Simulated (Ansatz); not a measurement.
Ansatz input

```yaml
crystal:
  lattice:
    - [0.0, 1.8927979637, 1.8927979637]
    - [1.8927979637, 0.0, 1.8927979637]
    - [1.8927979637, 1.8927979637, 0.0]
  atoms:
    - { symbol: Ru, position: [0.0, 0.0, 0.0], spin: 1.0 }
hamiltonian:
  xc: mr2scan
  pseudopotentials:
    kind: paw
    azcp:
      Ru: "pseudopotentials/Ru.paw.azcp"
basis:
  ecutwfc: 500
  fft_grid_basis: typed
kpoints:
  mp_grid: { grid: [23, 23, 23], shift: [0, 0, 0] }
magnetization:
  spin_polarized: true
scf:
  occupations: { method: fermi_dirac, width: 0.05 }
```

and its output:

```
Engine: ansatz 0.2.0, x86_64-unknown-linux-gnu
Pseudopotentials: kind: paw
Pseudopotential: Ru, paw, valence charge 16, recommended cutoff 500 eV (meta_gga) 
Functional definition: m-r2SCAN
  exchange = m_r2scan_x
  correlation = m_r2scan_c
Crystal: 1 atoms, lattice volume = 13.563 Å³
Basis set: ecut = 500 eV, 331 PW (Γ), exchange–correlation on 80×80×80 points (64 copies of the dense FFT grid, shifted against one another)
Bands: 13, of which v1, the nominal top of the filled ones, is band 8 counted from 1 (7 counted from 0)
Symmetry: 48 space group operations
Space group: Fm-3m (ITA 225), of the structure as read, at distance tolerance 2.4e-5 Å
Magnetic group: BNS 225.116 (UNI 1618), of the structure as read, at distance tolerance 2.4e-5 Å
k-points: 364 of 12167
Non-local potential: Ru, projectors of the file, l = 0: 3, l = 1: 2, l = 2: 2, l = 3: 1
PAW form: soft (Blöchl's): semilocal exchange-correlation on the pseudo side does not see the compensation charge
PAW frozen core: Ru, regenerated for the run's functional (the file was generated under x = pbe(κ = 0.804, μ = 0.2195149727645171), c = pbe(β = 0.06672455060314922))
PAW one-centre angular grid: Ru, 590 points (default); XC on 160 Gauss nodes
Initial density: superposition of atomic densities (chi_scale 0.1, normalization cell)
Starting moments: Σ|m| = 1 μB on 1 of 1 site
Initial wavefunctions: pseudopotential atomic-orbital guess
Functional: x = mr2scan, c = mr2scan; τ floored in thin density (d = 2e-4 eV/Å³)
SCF iter   1: F=—  HF=-5891.315687 eV  |F-HF|=—  |Δ(HF+E_count)|=         —  Δρ=7.60e-2 (↑7.60e-2 ↓4.60e-2)  dr2=1.77e0  dr2_τ=2.15e-2  dr2_m=7.42e-2  M=0.533 μB ∫|m|=0.533 μB  β_m=0.64  ethr=3.10e-3  ⟨swp⟩=6.0  Hψ=52986  notcnv=0
Mixer restart at iter 1: flushing history
SCF iter   2: F=—  HF=-5890.472055 eV  |F-HF|=—  |Δ(HF+E_count)|=   8.44e-1  Δρ=2.85e-2 (↑2.85e-2 ↓1.80e-2)  dr2=2.14e-1  dr2_τ=8.66e-3  dr2_m=1.48e-2  M=0.473 μB ∫|m|=0.474 μB  β_m=1.00  ethr=3.10e-3  ⟨swp⟩=2.9  Hψ=23453  notcnv=0  defer=345  κ⁻¹=1.0e0(r=1)
SCF iter   3: F=—  HF=-5890.649857 eV  |F-HF|=—  |Δ(HF+E_count)|=         —  Δρ=3.13e-2 (↑3.13e-2 ↓2.82e-2)  dr2=1.61e-2  dr2_τ=1.17e-2  dr2_m=1.01e-1  M=0.010 μB ∫|m|=0.031 μB  β_m=0.31  ethr=1.34e-3  ⟨swp⟩=2.6  Hψ=16485  notcnv=0  defer=345
Mixer restart at iter 3: flushing history
SCF iter   4: F=—  HF=-5890.608396 eV  |F-HF|=—  |Δ(HF+E_count)|=   4.15e-2  Δρ=1.98e-2 (↑1.98e-2 ↓1.88e-2)  dr2=7.09e-3  dr2_τ=5.42e-4  dr2_m=4.16e-2  M=0.036 μB ∫|m|=0.039 μB  β_m=0.48  ethr=1.00e-4  ⟨swp⟩=1.5  Hψ=10814  notcnv=0  defer=345  κ⁻¹=1.0e0(r=1)
SCF iter   5: F=—  HF=-5890.591012 eV  |F-HF|=—  |Δ(HF+E_count)|=   1.74e-2  Δρ=7.90e-3 (↑7.71e-3 ↓7.90e-3)  dr2=1.02e-3  dr2_τ=2.86e-4  dr2_m=6.79e-3  M=0.003 μB ∫|m|=0.012 μB  β_m=0.30  ethr=4.43e-5  ⟨swp⟩=2.9  Hψ=16609  notcnv=0  defer=345  κ⁻¹=1.7e-1(r=2)
SCF iter   6: F=—  HF=-5890.585748 eV  |F-HF|=—  |Δ(HF+E_count)|=   5.26e-3  Δρ=9.57e-4 (↑7.68e-4 ↓9.57e-4)  dr2=2.80e-5  dr2_τ=4.88e-6  dr2_m=7.34e-5  M=-0.005 μB ∫|m|=0.008 μB  β_m=0.30  ethr=6.39e-6  ⟨swp⟩=2.5  Hψ=15265  notcnv=0  defer=345  κ⁻¹=2.0e-3(r=3)
SCF iter   7: F=—  HF=-5890.585737 eV  |F-HF|=—  |Δ(HF+E_count)|=   1.07e-5  Δρ=6.74e-4 (↑3.91e-4 ↓6.74e-4)  dr2=7.10e-6  dr2_τ=1.28e-6  dr2_m=3.12e-5  M=-0.003 μB ∫|m|=0.005 μB  β_m=0.30  ethr=1.75e-7  ⟨swp⟩=2.3  Hψ=14619  notcnv=0  defer=345  κ⁻¹=9.9e-5(r=4)
SCF iter   8: F=—  HF=-5890.585765 eV  |F-HF|=—  |Δ(HF+E_count)|=   2.79e-5  Δρ=2.73e-4 (↑1.89e-4 ↓2.73e-4)  dr2=1.92e-6  dr2_τ=3.29e-7  dr2_m=5.18e-6  M=-0.000 μB ∫|m|=0.002 μB  β_m=1.00  ethr=4.44e-8  ⟨swp⟩=2.0  Hψ=14984  notcnv=0  defer=345  κ⁻¹=4.3e-5(r=5)
SCF iter   9: F=—  HF=-5890.585776 eV  |F-HF|=—  |Δ(HF+E_count)|=   1.04e-5  Δρ=7.33e-5 (↑6.54e-5 ↓7.33e-5)  dr2=7.98e-7  dr2_τ=2.72e-8  dr2_m=3.01e-8  M=0.001 μB ∫|m|=0.001 μB  β_m=0.30  ethr=1.20e-8  ⟨swp⟩=2.2  Hψ=14854  notcnv=0  defer=345  κ⁻¹=8.5e-6(r=6)
SCF iter  10: F=—  HF=-5890.585776 eV  |F-HF|=—  |Δ(HF+E_count)|=   1.96e-8  Δρ=2.30e-5 (↑2.30e-5 ↓1.70e-5)  dr2=3.96e-8  dr2_τ=2.50e-9  dr2_m=2.04e-8  M=0.001 μB ∫|m|=0.001 μB  β_m=0.30  ethr=4.98e-9  ⟨swp⟩=2.2  Hψ=12395  notcnv=0  defer=345  κ⁻¹=1.1e-6(r=7)
SCF iter  11: F=—  HF=-5890.585776 eV  |F-HF|=—  |Δ(HF+E_count)|=   8.81e-8  Δρ=1.62e-5 (↑1.62e-5 ↓1.49e-5)  dr2=1.88e-9  dr2_τ=2.07e-9  dr2_m=2.86e-8  M=0.000 μB ∫|m|=0.000 μB  β_m=0.36  ethr=2.48e-10  ⟨swp⟩=2.4  Hψ=14999  notcnv=0  defer=345  κ⁻¹=9.1e-8(r=8)
SCF iter  12: F=—  HF=-5890.585776 eV  |F-HF|=—  |Δ(HF+E_count)|=   1.19e-7  Δρ=3.10e-6 (↑2.91e-6 ↓3.10e-6)  dr2=3.12e-10  dr2_τ=1.04e-10  dr2_m=8.47e-10  M=0.000 μB ∫|m|=0.000 μB  β_m=0.78  ethr=1.17e-11  ⟨swp⟩=3.0  Hψ=18576  notcnv=0  defer=345  κ⁻¹=3.0e-8(r=8)
SCF iter  13: F=—  HF=-5890.585776 eV  |F-HF|=—  |Δ(HF+E_count)|=   3.20e-9  Δρ=1.19e-6 (↑1.19e-6 ↓1.17e-6)  dr2=1.04e-10  dr2_τ=1.64e-11  dr2_m=8.67e-11  M=0.000 μB ∫|m|=0.000 μB  β_m=1.00  ethr=1.95e-12  ⟨swp⟩=2.0  Hψ=15393  notcnv=0  defer=345  κ⁻¹=1.4e-8(r=8)
SCF iter  14: F=—  HF=-5890.585776 eV  |F-HF|=—  |Δ(HF+E_count)|=  7.17e-10  Δρ=1.53e-6 (↑1.53e-6 ↓1.13e-6)  dr2=9.37e-11  dr2_τ=2.40e-11  dr2_m=1.82e-10  M=0.000 μB ∫|m|=0.000 μB  β_m=0.72  ethr=1.00e-12  ⟨swp⟩=1.3  Hψ=27025  notcnv=0  κ⁻¹=2.1e-7(r=8)
SCF iter  15: F=-5890.585776 eV  HF=-5890.585776 eV  |F-HF|=1.09e-11  |Δ(HF+E_count)|=  4.15e-10  Δρ=2.90e-7 (↑2.90e-7 ↓1.80e-7)  dr2=8.53e-12  dr2_τ=3.79e-13  dr2_m=3.48e-12  M=0.000 μB ∫|m|=0.000 μB  ethr=1.00e-12  ⟨swp⟩=2.0  Hψ=18231  notcnv=0
SCF 1 converged in 15 iterations: F = -5890.585776 eV  dr2 = 8.53e-12
WARN: the starting moments were not kept: the SCF closed with an absolute magnetisation of 2.2e-6 μB, where they sum to 1 μB in size (1 site). That is at most 0.1 of that sum. Measured as dr2_m measures the in/out step, that magnetisation stands 1.9e-12 eV from none, at or under the dr2_threshold of 1.0e-7 eV: it is no larger than a step whose dr2_m would equal this threshold. The system may hold no moment; this SCF shows only that its start led to no more than that. To try another start: raise the starting moments (crystal.atoms[].spin, magnetization.per_species, magnetization.initial_magnetization, or on a non-collinear deck that types none of these the spinor_matrix: blocks that start its atoms; where the total moment is fixed, keep their sum and leave initial_magnetization as it is; typed ones take the place of any that the run laid by itself, positive ones on a crystal's lanthanoids without a Hubbard term where scf.initial_density.shell_occupations: [] is typed) or, if the notice of its spin-set hold's release reads "site moments contracting" or "site moments show no strong build", lengthen the hold (scf.mixing.spin_hold: { on: { confirm: 4 } }; for m-r²SCAN on two components see the key's manual first). Each may lead to a state that holds a moment. A second SCF, from the converged charge density, with the starting moments and any scf.initial_density.shell_occupations laid on it anew, would have followed, and was not run: the deck does not ask for one (magnetization.retry_lost_moments is false, the default). To let it run, set magnetization.retry_lost_moments: true and run the deck again, where that key's refused combinations let it; where memory then withholds it, that run's warning says so.
this state was not tested for a lower state beside it, because the mixer in use, unlike msr1, does not test its closes by its own steps (another_mixer; see scf.mixing.algorithm and scf.lower_state_search)
SCF converged after 15 iterations
Magnetization: 0.0000 μB (8.0000 up, 8.0000 down)
Absolute magnetization: 0.0000 μB (∫|ρ↑−ρ↓|, with the PAW one-centre terms)
Spin contamination: 0.0000 ħ² per cell (⟨S²⟩ above its minimum at these occupations)
Per-site moments (μB) at R_I (Å): [(1.907498738163261e-6, 1.104188477327396)]
Free energy (F): -5890.585776 eV
Harris-Foulkes:  -5890.585776 eV  (|F-HF|=1.09e-11)
Internal energy: -5890.577129 eV  (E = F + TS)
E sigma→0 (E₀):  -5890.581452 eV
Entropy (-TS):   -0.008647 eV (-8.647 meV/atom)
Fermi energy:    23.342604 eV
--- Per-component energies (eV) ---
  E_band       = -68.233330
  E_kinetic    = 514.289834
  E_local      = -1255.242213  (includes V_loc(G=0)·N_el)
  E_nonlocal   = 343.024271
  E_hartree    = 403.140958
  E_xc         = -184.230968
  E_vxc        = -266.913696  (∫ρ·V_xc dr)
  E_paw        = -3478.941839  (= ΣΔE_a)
  E_vpaw       = -228.465192  (= ΣTr[D̂ρ^β])
  E_aug_tail   = 0.000106  (compensation charges beyond the density's cutoff)
  E_vtau       = 18.791542  (kinetic-family band-sum trace: ∫τ·v_τ [+ j·A + Jᵃ·Aᵃ] dr)
  E_ewald      = -2232.306322
  E_core_change = -0.310956  (= ΣΔE_core)
  E_smearing   = -0.008647  (= −TS)
  E_closure    = 0.000000  (closes the sum)
  Σ components = -5890.585776   (vs F -5890.585776, Δ=0.00e0)
```

Launched by

```sh
ansatz run input.yaml --threads 2 --pin off --max-ram 6144MiB --backend cpu --events-out ev --progress --plain --runs-dir out
```

On 2 threads of Intel(R) Xeon(R) 6975P-C (Granite Rapids) (shared host) this took about 5.8 s of wall time and 11 s of CPU time, with 0.44 GiB at the peak.
